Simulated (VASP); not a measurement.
MgO:

```
Mg O
1.0
     3.52060    0.00000    0.00000
    -1.76030    3.04893    0.00000
     0.00000    0.00000    4.23859
Mg O
2 2
Direct
  0.33333 0.66667 0.25000
  0.66667 0.33333 0.75000
  0.66667 0.33333 0.25000
  0.33333 0.66667 0.75000
```

The cell was built by a generator and needn't be a form met in nature.

* Program: VASP 6.6.1
* Task: relaxation of cell and atoms
* Functional: r2SCAN
* Potentials or basis: VASP PAW PBE potentials, release 64 (Mg, O)
* Cutoff: 600 eV
* k mesh: 12 × 12 × 6
* Occupations: fermi-dirac, width 0.02 eV
* Spin: no spin polarisation

At the start: pressure -5.3 GPa; volume 11.37 Å³/atom.

Problem. Where does the relaxation end?

Solution. Over 7 steps the energy falls by 7.8 meV/atom and the volume is 10.92 Å³/atom (-4.0 %); space group P6_3/mmc (No. 194, to 0.05 Å).

Step by step:
```tsv
step	energy change (eV)	largest force (eV/Å)	pressure (GPa)	volume (Å³)
1	0.0000	0.0000	-5.27	45.50
2	-0.0272	0.0000	2.06	43.08
3	-0.0311	0.0000	0.02	43.68
4	-0.0311	0.0000	-0.10	43.72
5	-0.0311	0.0000	-0.10	43.72
6	-0.0311	0.0000	-0.10	43.72
7	-0.0311	0.0000	0.05	43.68
```

Final structure:
```
CELL_PARAMETERS angstrom
3.47677 0.00000 0.00000
-1.73838 3.01097 0.00000
0.00000 0.00000 4.17234
ATOMIC_POSITIONS crystal
Mg 0.33333 0.66667 0.25000
Mg 0.66667 0.33333 0.75000
O 0.66667 0.33333 0.25000
O 0.33333 0.66667 0.75000
```

Caveat: the PAW data sets were made with another functional, which shifts forces and pressure a little.
